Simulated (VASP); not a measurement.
Set up this calculation in VASP 6.6.1, as the native input.

* Task: relaxation of cell and atoms
* Functional: PBE
* Potentials or basis: VASP PAW PBE potentials, release 64 (Te, Be_sv)
* Cutoff: 600 eV
* k mesh: 8 × 8 × 8
* Occupations: fermi-dirac, width 0.05 eV
* Spin: no spin polarisation
* Further INCAR settings: ALGO = Normal; EDIFF = 1e-06; IBRION = 2; EDIFFG = -0.01; NSW = 60; ISIF = 3

The structure of BeTe lies in POSCAR:

```
BeTe
1.0
    0.0000000000      2.7700000000      2.7700000000
    2.7700000000      0.0000000000      2.7700000000
    2.7700000000      2.7700000000      0.0000000000
Te Be
1 1
Direct
    0.7500000000      0.7500000000      0.7500000000
    0.0000000000      0.0000000000      0.0000000000
```

The input as run:

INCAR

```
SYSTEM = BeTe
  ALGO = Normal
  EDIFF = 1E-6
  EDIFFG = -0.01
  ENCUT = 600
  GGA = PE
  IBRION = 2
  ISIF = 3
  ISMEAR = -1
  LASPH = .True.
  LCHARG = .False.
  LREAL = .False.
  LWAVE = .False.
  NELM = 60
  NSW = 60
  PREC = Accurate
  SIGMA = 0.05
```

KPOINTS

```
k-points
0
Gamma
  8 8 8
  0 0 0
```

Potentials or basis: VASP PAW PBE potentials, release 64 (Te, Be_sv).

The run is started by

```sh
$ cat potpaw_PBE.64/Te/POTCAR potpaw_PBE.64/Be_sv/POTCAR > POTCAR
$ mpirun -np 1 vasp_std > vasp.out
```

It gave:

| Quantity | Value |
| --- | --- |
| Relaxed volume | 22.75 Å³/atom |
| Relaxed cell | a = 4.007 Å, b = 4.007 Å, c = 4.007 Å, α = 60.00°, β = 60.00°, γ = 60.00° |
| Space group after relaxing (to 0.05 Å) | F-43m (No. 216) |
| Energy gained by relaxing | 19.7 meV/atom |
| Ionic steps | 3 |
| Pressure after relaxing | 0.0 GPa |
| Band gap on the k mesh | 2.02 eV, indirect (least direct gap 3.62 eV) |

Caveat: spin-orbit coupling is left out, which moves the levels of the heavy elements.

It took 26 s on 1 thread of AMD EPYC 7R13 Processor (Zen 3), on a shared host, peak memory 0.16 GiB.
